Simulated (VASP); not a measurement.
# ZnS (P6_3mc) in VASP: notebook, part 3 of 3

VASP 6.6.1. Earlier steps stand in the parts before.

## 6. Single point, r2SCAN+D4

POSCAR reads:

```
ZnS
1.0
    3.7854220481      0.0000000000      0.0000000000
   -1.8927110241      3.2782716577      0.0000000000
    0.0000000000      0.0000000000      6.1921598132
Zn S
2 2
Direct
    0.6666666667      0.3333333333      0.5000000000
    0.3333333333      0.6666666667      0.0000000000
    0.6666666667      0.3333333333      0.8850000000
    0.3333333333      0.6666666667      0.3850000000
```

INCAR.step1 reads:

```
SYSTEM = ZnS
ALGO = Normal ; EDIFF = 1E-4
ENCUT = 520 ; GGA = PE
ISMEAR = -1 ; LASPH = .True.
LCHARG = .False. ; LREAL = .False.
LWAVE = .True. ; NBANDS = 26
NELM = 80 ; PREC = Accurate
SIGMA = 0.05
```

INCAR.step2 reads:

```
SYSTEM = ZnS
ALGO = Normal ; EDIFF = 1E-6
ENCUT = 520 ; ISIF = 2
ISMEAR = -1 ; ISTART = 1
IVDW = 13 ; LASPH = .True.
LCHARG = .False. ; LMIXTAU = .True.
LREAL = .False. ; LWAVE = .False.
METAGGA = R2SCAN ; NBANDS = 26
NELM = 80 ; PREC = Accurate
SIGMA = 0.05 ; VDW_A1 = 0.51559235
VDW_A2 = 5.77342911 ; VDW_S6 = 1.0
VDW_S8 = 0.6018749
```

KPOINTS reads:

```
k-points
0
Gamma
  8 8 5
  0 0 0
```

Potentials or basis: VASP PAW PBE potentials, release 64 (Zn, S).

The run is started by

```bash
$ cat potpaw_PBE.64/Zn/POTCAR potpaw_PBE.64/S/POTCAR > POTCAR
$ cp INCAR.step1 INCAR
$ mpirun -np 1 vasp_std > vasp.out
$ cp INCAR.step2 INCAR
$ mpirun -np 1 vasp_std > vasp.out
```

OUTCAR:

```text
SYSTEM = ZnS
   EDIFF = 1E-6
   ENCUT = 520
   ISIF = 2
   ISMEAR = -1
   ISTART = 1
   IVDW = 13
   LASPH = .True.
   LREAL = .False.
   METAGGA = R2SCAN
   NELM = 80
   PREC = Accurate

 ion  position               nearest neighbor table
   1  0.667  0.333  0.500-   4 2.30   4 2.30   4 2.30   3 2.38
   2  0.333  0.667  0.000-   3 2.30   3 2.30   3 2.30   4 2.38
   3  0.667  0.333  0.885-   2 2.30   2 2.30   2 2.30   1 2.38
   4  0.333  0.667  0.385-   1 2.30   1 2.30   1 2.30   2 2.38

  LATTYP: Found a hexagonal cell.
 ALAT       =     3.7854220481
 C/A-ratio  =     1.6357911310

  Lattice vectors:

 A1 = (   3.7854220481,   0.0000000000,   0.0000000000)
 A2 = (  -1.8927110241,   3.2782716577,   0.0000000000)
 A3 = (   0.0000000000,   0.0000000000,   6.1921598132)

Analysis of symmetry for initial positions (statically):
=====================================================================
 Subroutine PRICEL returns:
 Original cell was already a primitive cell.

 Routine SETGRP: Setting up the symmetry group for a
 hexagonal supercell.

 Subroutine GETGRP returns: Found 12 space group operations
 (whereof  6 operations were pure point group operations)
 out of a pool of 24 trial point group operations.
[... 171 lines left out ...]
 cond. band min:       5.0051146060   @ k =   0.0000   0.0000   0.0000
 fundamental gap:      2.9294699593
 Fermi energy:         3.1315305867

 k-point     1 :       0.0000    0.0000    0.0000
  band No.  band energies     occupation
      1     -11.7981      2.00000
      2     -10.8187      2.00000
      3      -4.5338      2.00000
      4      -4.5338      2.00000
      5      -4.4610      2.00000
      6      -4.4610      2.00000
[... 685 lines left out ...]
     25      11.9143      0.00000
     26      12.1521      0.00000

 [... further k-points ...]

------------------------ aborting loop because EDIFF is reached ----------------------------------------

  DFT-D4 for vdW energy calculation

  Edisp (eV):   -0.47189

  FORCE on cell =-STRESS in cart. coord.  units (eV):
  Direction    XX          YY          ZZ          XY          YZ          ZX
  --------------------------------------------------------------------------------------
  -------------------------------------------------------------------------------------
  Total       0.81977     0.81977    -0.25846    -0.00000     0.00000     0.00000
  in kB      17.09234    17.09234    -5.38900    -0.00000     0.00000     0.00000
  external pressure =        9.60 kB  Pullay stress =        0.00 kB

 VOLUME and BASIS-vectors are now :
 -----------------------------------------------------------------------------
  energy-cutoff  :      520.00
  volume of cell :       76.84
      direct lattice vectors                 reciprocal lattice vectors
     3.785422048  0.000000000  0.000000000     0.264171336  0.152519392  0.000000000
    -1.892711024  3.278271658  0.000000000     0.000000000  0.305038784  0.000000000
     0.000000000  0.000000000  6.192159813     0.000000000  0.000000000  0.161494540

 POSITION                                       TOTAL-FORCE (eV/Angst)
 -----------------------------------------------------------------------------------
      1.89271      1.09276      3.09608         0.000000      0.000000      0.349021
     -0.00000      2.18551      0.00000         0.000000      0.000000      0.349021
      1.89271      1.09276      5.48006        -0.000000      0.000000     -0.349021
     -0.00000      2.18551      2.38398        -0.000000     -0.000000     -0.349021
 -----------------------------------------------------------------------------------
    total drift:                               -0.000000     -0.000000      0.031617

  FREE ENERGIE OF THE ION-ELECTRON SYSTEM (eV)
  ---------------------------------------------------
  free  energy   TOTEN  =       -38.1646858210 eV

  energy  without entropy=      -38.1646858210  energy(sigma->0) =      -38.16468582
```

It took 2.6 min on 1 thread of Intel Xeon Platinum 8259CL at 2.50GHz (Skylake/Cascade Lake), shared host; peak memory 0.22 GiB.

What came out:

```yaml
Free_energy: -38.1647 eV
Pressure: 1.0 GPa
Largest_force: 0.349 eV/Å
Band_gap_on_the_k_mesh: 2.93 eV
Dispersion_energy_per_atom: -0.118 eV
```

Forces in eV/Å, atoms in the order of the input:
```
Zn   0.000  0.000  0.349
Zn   0.000  0.000  0.349
S    0.000  0.000 -0.349
S    0.000  0.000 -0.349
```

Levels at points of the mesh, in eV from the valence-band top:
```
           k point  band 15  band 16  band 17  band 18  band 19  band 20  band 21  band 22
(0.00, 0.00, 0.00)    -0.90     0.00     0.00     0.00     2.93     3.55     6.77     6.77
(0.50, 0.00, 0.00)    -3.31    -2.38    -1.64    -1.03     3.98     4.85     5.51     7.60
```

Caveat: the PAW data sets were made with another functional, which shifts forces and pressure a little.

## 7. Summary

| level | cell | gap on the mesh (eV) | pressure (GPa) | largest force (eV/Å) |
| --- | --- | --- | --- | --- |
| revPBE+D4 | a = 3.781, b = 3.781, c = 6.218 Å, angles 90.0, 90.0, 120.0°, 4 atoms, atomic positions A | 2.41 | 0.2 | - |
| PBE | a = 3.836, b = 3.836, c = 6.275 Å, angles 90.0, 90.0, 120.0°, 4 atoms, atomic positions B | 2.16 | 1.0 | 0.30 |
| r2SCAN+D4 | a = 3.733, b = 3.733, c = 6.107 Å, angles 90.0, 90.0, 120.0°, 4 atoms, atomic positions B | 3.14 | 4.8 | 0.41 |
| r2SCAN+D4 | a = 3.759, b = 3.759, c = 6.150 Å, angles 90.0, 90.0, 120.0°, 4 atoms, atomic positions B | 3.03 | 2.8 | 0.38 |
| r2SCAN+D4 | a = 3.785, b = 3.785, c = 6.192 Å, angles 90.0, 90.0, 120.0°, 4 atoms, atomic positions B | 2.93 | 1.0 | 0.35 |

Alike in all rows: task single point; potentials or basis VASP PAW PBE potentials, release 64 (Zn, S); no spin polarisation; k mesh 8 × 8 × 5; cutoff (eV) 520; smearing fermi-dirac 0.05 eV.

Caveats: the PAW data sets were made with another functional, which shifts forces and pressure a little (at least some runs); the cell stands under pressure (at least some runs).

Total energies depend on the potentials used, so only differences within one code and one set of settings carry meaning.

## 8. Against experiment

Step 2. Measured gap of ZnS: 3.911 eV (direct; 4 K; a printed reference work, monograph). This calculation gives 2.41 eV (-1.50 eV). The value is that of revPBE+D4, without temperature or zero-point motion. Semilocal functionals fall short of measured gaps as a rule.

Step 3. A measured gap of ZnS is 3.911 eV (direct; 4 K; a printed reference work, monograph); the calculated 2.16 eV misses it by -1.75 eV. The value is that of PBE, without temperature or zero-point motion. Semilocal functionals fall short of measured gaps as a rule.

Step 6. Against the measured gap of ZnS, 3.911 eV (direct; 4 K; a printed reference work, monograph), the calculated 2.93 eV is off by -0.98 eV. The value is that of r2SCAN+D4, without temperature or zero-point motion.
